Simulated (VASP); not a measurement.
# HfN (F-43m) in VASP: a series of runs, part 2 of 2

VASP 6.6.1. The steps go on from the part before.

## 4. Equation of state, PBEsol, 14.50 Å³/atom (volume scaled by 0.98)

INCAR

```
PREC = Accurate ; ENCUT = 520
EDIFF = 1E-7 ; ISMEAR = -1
SIGMA = 0.05 ; LREAL = F
LASPH = T ; NELM = 60
ALGO = Normal ; ISIF = 2
LWAVE = F ; LCHARG = F
GGA = PS ; NBANDS = 14
```

KPOINTS

```
Automatic mesh
0
Gamma
  9 9 9
```

POSCAR

```
HfN
1.0
    0.0000000000      2.4383461881      2.4383461881
    2.4383461881      0.0000000000      2.4383461881
    2.4383461881      2.4383461881      0.0000000000
Hf N
1 1
Direct
    0.0000000000      0.0000000000      0.0000000000
    0.2500000000      0.2500000000      0.2500000000
```

Command:

```bash
$ cat potpaw_PBE.64/Hf_pv/POTCAR potpaw_PBE.64/N/POTCAR > POTCAR
$ mpirun -np 1 vasp_std > vasp.out
```

Wall time 16 s (1 thread of Intel Xeon Platinum 8259CL at 2.50GHz (Skylake/Cascade Lake), shared host); peak memory 0.16 GiB.

It converged, with:

* Free energy: -22.2700 eV
* Pressure: -2.1 GPa
* Band gap on the k mesh: none (metal or under the smearing width)

Caveat: the PAW data sets were made with another functional, which shifts forces and pressure a little.

## 5. Equation of state, PBEsol, 15.09 Å³/atom (volume scaled by 1.02)

INCAR is that of step 4.

KPOINTS is that of step 4.

POSCAR

```
HfN
1.0
    0.0000000000      2.4710795731      2.4710795731
    2.4710795731      0.0000000000      2.4710795731
    2.4710795731      2.4710795731      0.0000000000
Hf N
1 1
Direct
    0.0000000000      0.0000000000      0.0000000000
    0.2500000000      0.2500000000      0.2500000000
```

Command:

```bash
$ cat potpaw_PBE.64/Hf_pv/POTCAR potpaw_PBE.64/N/POTCAR > POTCAR
$ mpirun -np 1 vasp_std > vasp.out
```

Run time: 16 s. Hardware: 1 thread of Intel Xeon Platinum 8259CL at 2.50GHz (Skylake/Cascade Lake), shared host; peak memory 0.16 GiB.

Results (log left out):

| Property | Result |
| --- | --- |
| Free energy | -22.2274 eV |
| Pressure | -9.4 GPa |
| Band gap on the k mesh | none (metal or under the smearing width) |

Caveat: the PAW data sets were made with another functional, which shifts forces and pressure a little.

## 6. Equation of state, PBEsol, 15.38 Å³/atom (volume scaled by 1.04)

INCAR is that of step 5.

KPOINTS is that of step 5.

POSCAR

```
HfN
1.0
    0.0000000000      2.4871259940      2.4871259940
    2.4871259940      0.0000000000      2.4871259940
    2.4871259940      2.4871259940      0.0000000000
Hf N
1 1
Direct
    0.0000000000      0.0000000000      0.0000000000
    0.2500000000      0.2500000000      0.2500000000
```

Potentials or basis: VASP PAW PBE potentials, release 64 (Hf_pv, N).

Command:

```bash
$ cat potpaw_PBE.64/Hf_pv/POTCAR potpaw_PBE.64/N/POTCAR > POTCAR
$ mpirun -np 1 vasp_std > vasp.out
```

Run time: 15 s. Hardware: 1 thread of Intel Xeon Platinum 8259CL at 2.50GHz (Skylake/Cascade Lake), shared host; peak memory 0.16 GiB.

The run converged. Its results:

```yaml
Free_energy: -22.1871 eV
Pressure: -12.5 GPa
Band_gap_on_the_k_mesh: none (metal or under the smearing width)
```

Caveat: the PAW data sets were made with another functional, which shifts forces and pressure a little.

## 7. Equation of state, PBEsol, 15.68 Å³/atom (volume scaled by 1.06)

INCAR is that of step 6.

KPOINTS is that of step 6.

POSCAR

```
HfN
1.0
    0.0000000000      2.5029679880      2.5029679880
    2.5029679880      0.0000000000      2.5029679880
    2.5029679880      2.5029679880      0.0000000000
Hf N
1 1
Direct
    0.0000000000      0.0000000000      0.0000000000
    0.2500000000      0.2500000000      0.2500000000
```

Command:

```bash
$ cat potpaw_PBE.64/Hf_pv/POTCAR potpaw_PBE.64/N/POTCAR > POTCAR
$ mpirun -np 1 vasp_std > vasp.out
```

It took 15 s on 1 thread of Intel Xeon Platinum 8259CL at 2.50GHz (Skylake/Cascade Lake), shared host; peak memory 0.16 GiB.

Results (log left out):

| Quantity | Value |
| --- | --- |
| Free energy | -22.1359 eV |
| Pressure | -15.3 GPa |
| Band gap on the k mesh | none (metal or under the smearing width) |

Caveat: the PAW data sets were made with another functional, which shifts forces and pressure a little.

## 8. Equation of state, PBEsol

This step only gathers the single runs of the series.

Results:

```yaml
Equilibrium_volume: 14.36 Å³/atom
Bulk_modulus: 207 GPa
Pressure_derivative_of_the_bulk_modulus: 4.1
```

Energy against volume, from the lowest point:
```
volume (Å³/atom)  energy (meV/atom)
          13.906               8.79
          14.201               0.23
          14.497               0.00
          14.793               7.26
          15.089              21.28
          15.385              41.41
          15.681              67.01
```

Caveat: the PAW data sets were made with another functional, which shifts forces and pressure a little. Spin-orbit coupling is left out, which matters for the levels of Hf.

## 9. Equation of state, PBE, 13.91 Å³/atom (volume scaled by 0.94)

INCAR

```
SYSTEM = HfN
ALGO = Normal
EDIFF = 1E-7
ENCUT = 520
GGA = PE
ISIF = 2
ISMEAR = -1
LASPH = .TRUE.
LCHARG = .FALSE.
LREAL = .FALSE.
LWAVE = .FALSE.
NBANDS = 14
NELM = 60
PREC = Accurate
SIGMA = 0.05
```

KPOINTS

```
k-points
0
G
  9 9 9
  0 0 0
```

POSCAR

```
HfN
1.0
    0.0000000000      2.4047095306      2.4047095306
    2.4047095306      0.0000000000      2.4047095306
    2.4047095306      2.4047095306      0.0000000000
Hf N
1 1
Direct
    0.0000000000      0.0000000000      0.0000000000
    0.2500000000      0.2500000000      0.2500000000
```

Potentials or basis: VASP PAW PBE potentials, release 64 (Hf_pv, N).

Command:

```bash
$ cat potpaw_PBE.64/Hf_pv/POTCAR potpaw_PBE.64/N/POTCAR > POTCAR
$ mpirun -np 1 vasp_std > vasp.out
```

Run time: 15 s. Hardware: 1 thread of Intel Xeon Platinum 8488C (Sapphire Rapids), shared host; peak memory 0.16 GiB.

Results (log left out):

```
Free energy            : -21.1543 eV
Pressure               : 13.2 GPa
Band gap on the k mesh : none (metal or under the smearing width)
```

## 10. Equation of state, PBE, 14.20 Å³/atom (volume scaled by 0.96)

INCAR

```
SYSTEM = HfN
ALGO = Normal
EDIFF = 1E-7
ENCUT = 520
GGA = PE
ISIF = 2
ISMEAR = -1
LASPH = .True.
LCHARG = .False.
LREAL = .False.
LWAVE = .False.
NBANDS = 14
NELM = 60
PREC = Accurate
SIGMA = 0.05
```

KPOINTS

```
k-points
0
Gamma
  9 9 9
  0 0 0
```

POSCAR

```
HfN
1.0
    0.0000000000      2.4216446627      2.4216446627
    2.4216446627      0.0000000000      2.4216446627
    2.4216446627      2.4216446627      0.0000000000
Hf N
1 1
Direct
    0.0000000000      0.0000000000      0.0000000000
    0.2500000000      0.2500000000      0.2500000000
```

Command:

```bash
$ cat potpaw_PBE.64/Hf_pv/POTCAR potpaw_PBE.64/N/POTCAR > POTCAR
$ mpirun -np 1 vasp_std > vasp.out
```

Wall time 14 s (1 thread of Intel Xeon Platinum 8488C (Sapphire Rapids), shared host); peak memory 0.15 GiB.

The run converged. Its results:

```yaml
Free_energy: -21.1940 eV
Pressure: 8.2 GPa
Band_gap_on_the_k_mesh: none (metal or under the smearing width)
```

## 11. Equation of state, PBE, 14.50 Å³/atom (volume scaled by 0.98)

INCAR

```
SYSTEM = HfN
  ALGO = Normal
  EDIFF = 1E-7
  ENCUT = 520
  GGA = PE
  ISIF = 2
  ISMEAR = -1
  LASPH = .True.
  LCHARG = .False.
  LREAL = .False.
  LWAVE = .False.
  NBANDS = 14
  NELM = 80
  PREC = Accurate
  SIGMA = 0.05
```

KPOINTS is that of step 10.

POSCAR

```
HfN
1.0
    0.0000000000      2.4383461881      2.4383461881
    2.4383461881      0.0000000000      2.4383461881
    2.4383461881      2.4383461881      0.0000000000
Hf N
1 1
Direct
    0.0000000000      0.0000000000      0.0000000000
    0.2500000000      0.2500000000      0.2500000000
```

Command:

```bash
$ cat potpaw_PBE.64/Hf_pv/POTCAR potpaw_PBE.64/N/POTCAR > POTCAR
$ mpirun -np 1 vasp_std > vasp.out
```

Run time: 14 s. Hardware: 1 thread of Intel Xeon Platinum 8488C (Sapphire Rapids), shared host; peak memory 0.16 GiB.

The run converged. Its results:

```yaml
Free_energy: -21.2162 eV
Pressure: 3.7 GPa
Band_gap_on_the_k_mesh: none (metal or under the smearing width)
```

## 12. Equation of state, PBE, 15.09 Å³/atom (volume scaled by 1.02)

INCAR

```
  PREC = Accurate
  ENCUT = 520
  EDIFF = 1E-7
  ISMEAR = -1
  SIGMA = 0.05
  LREAL = F
  LASPH = T
  NELM = 80
  ALGO = Normal
  ISIF = 2
  LWAVE = F
  LCHARG = F
  GGA = PE
  NBANDS = 14
```

KPOINTS

```
regular mesh
0
Gamma
  9 9 9
```

POSCAR

```
HfN
1.0
    0.0000000000      2.4710795731      2.4710795731
    2.4710795731      0.0000000000      2.4710795731
    2.4710795731      2.4710795731      0.0000000000
Hf N
1 1
Direct
    0.0000000000      0.0000000000      0.0000000000
    0.2500000000      0.2500000000      0.2500000000
```

Potentials or basis: VASP PAW PBE potentials, release 64 (Hf_pv, N).

Command:

```bash
$ cat potpaw_PBE.64/Hf_pv/POTCAR potpaw_PBE.64/N/POTCAR > POTCAR
$ mpirun -np 1 vasp_std > vasp.out
```

Run time: 14 s. Hardware: 1 thread of Intel Xeon Platinum 8488C (Sapphire Rapids), shared host; peak memory 0.16 GiB.

It converged, with:

| Item | Value |
| --- | --- |
| Free energy | -21.2149 eV |
| Pressure | -4.0 GPa |
| Band gap on the k mesh | none (metal or under the smearing width) |

## 13. Equation of state, PBE, 15.38 Å³/atom (volume scaled by 1.04)

INCAR

```
SYSTEM = HfN
PREC = Accurate ; ENCUT = 520
EDIFF = 1E-7 ; ISMEAR = -1
SIGMA = 0.05 ; LREAL = .FALSE.
LASPH = .TRUE. ; NELM = 100
ALGO = Normal ; ISIF = 2
LWAVE = .FALSE. ; LCHARG = .FALSE.
GGA = PE ; NBANDS = 14
```

KPOINTS

```
Automatic mesh
0
G
  9 9 9
  0 0 0
```

POSCAR

```
HfN
1.0
    0.0000000000      2.4871259940      2.4871259940
    2.4871259940      0.0000000000      2.4871259940
    2.4871259940      2.4871259940      0.0000000000
Hf N
1 1
Direct
    0.0000000000      0.0000000000      0.0000000000
    0.2500000000      0.2500000000      0.2500000000
```

Command:

```bash
$ cat potpaw_PBE.64/Hf_pv/POTCAR potpaw_PBE.64/N/POTCAR > POTCAR
$ mpirun -np 1 vasp_std > vasp.out
```

It took 15 s on 1 thread of Intel Xeon Platinum 8488C (Sapphire Rapids), shared host; peak memory 0.16 GiB.

Results (log left out):

```
Free energy            : -21.1942 eV
Pressure               : -7.3 GPa
Band gap on the k mesh : none (metal or under the smearing width)
```

## 14. Equation of state, PBE, 15.68 Å³/atom (volume scaled by 1.06)

INCAR

```
SYSTEM = HfN
  ALGO = Normal
  EDIFF = 1E-7
  ENCUT = 520
  GGA = PE
  ISIF = 2
  ISMEAR = -1
  LASPH = .TRUE.
  LCHARG = .FALSE.
  LREAL = .FALSE.
  LWAVE = .FALSE.
  NBANDS = 14
  NELM = 100
  PREC = Accurate
  SIGMA = 0.05
```

KPOINTS

```
k-points
0
G
  9 9 9
  0 0 0
```

POSCAR

```
HfN
1.0
    0.0000000000      2.5029679880      2.5029679880
    2.5029679880      0.0000000000      2.5029679880
    2.5029679880      2.5029679880      0.0000000000
Hf N
1 1
Direct
    0.0000000000      0.0000000000      0.0000000000
    0.2500000000      0.2500000000      0.2500000000
```

Command:

```bash
$ cat potpaw_PBE.64/Hf_pv/POTCAR potpaw_PBE.64/N/POTCAR > POTCAR
$ mpirun -np 1 vasp_std > vasp.out
```

It took 14 s on 1 thread of Intel Xeon Platinum 8488C (Sapphire Rapids), shared host; peak memory 0.16 GiB.

Results (log left out):

| Item | Value |
| --- | --- |
| Free energy | -21.1618 eV |
| Pressure | -10.3 GPa |
| Band gap on the k mesh | none (metal or under the smearing width) |

## 15. Equation of state, PBE

Potentials or basis: VASP PAW PBE potentials, release 64 (Hf_pv, N).

No new run: the results of the series are fitted here.

What came out:

- Equilibrium volume: 14.77 Å³/atom
- Bulk modulus: 194 GPa
- Pressure derivative of the bulk modulus: 4.1

Energy against volume, from the lowest point:
```
volume (Å³/atom)  energy (meV/atom)
          13.906              34.22
          14.201              14.36
          14.497               3.24
          14.793               0.00
          15.089               3.91
          15.385              14.27
          15.681              30.44
```
